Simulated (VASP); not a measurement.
Here is a VASP 6.6.1 calculation.

File INCAR:

```
SYSTEM = SnTe
PREC = Accurate
ENCUT = 520
EDIFF = 1E-7
ISMEAR = 0
SIGMA = 0.02
LREAL = .FALSE.
LASPH = .TRUE.
NELM = 60
ALGO = Normal
ISIF = 3
LWAVE = .FALSE.
LCHARG = .FALSE.
GGA = PE
IBRION = 2
NSW = 80
EDIFFG = -0.002
```

File KPOINTS:

```
Automatic mesh
0
G
  6 6 6
  0 0 0
```

Contents of POSCAR:

```
SnTe
1.0
    0.0000000000      3.1508500000      3.1508500000
    3.1508500000      0.0000000000      3.1508500000
    3.1508500000      3.1508500000      0.0000000000
Sn Te
1 1
Direct
    0.0000000000      0.0000000000      0.0000000000
    0.5000000000      0.5000000000      0.5000000000
```

Potentials or basis: VASP PAW PBE potentials, release 64 (Sn_d, Te).

The run is started by

```console
$ cat potpaw_PBE.64/Sn_d/POTCAR potpaw_PBE.64/Te/POTCAR > POTCAR
$ mpirun -np 1 vasp_std > vasp.out
```

Q: What does it give for the relaxed cell?

A: a = 4.535 Å, b = 4.535 Å, c = 4.535 Å, α = 60.00°, β = 60.00°, γ = 60.00°.

Q: Predict the band gap on the k mesh.

A: 0.05 eV, direct.

The path:
```tsv
step	energy change (eV)	largest force (eV/Å)	pressure (GPa)	volume (Å³)
1	0.0000	0.0000	2.20	62.56
2	-0.0209	0.0000	-0.35	66.53
3	-0.0215	0.0000	0.04	65.88
4	-0.0215	0.0000	0.01	65.95
```

Caveat: spin-orbit coupling is left out, which moves the levels of the heavy elements. A k mesh can miss the band edges.
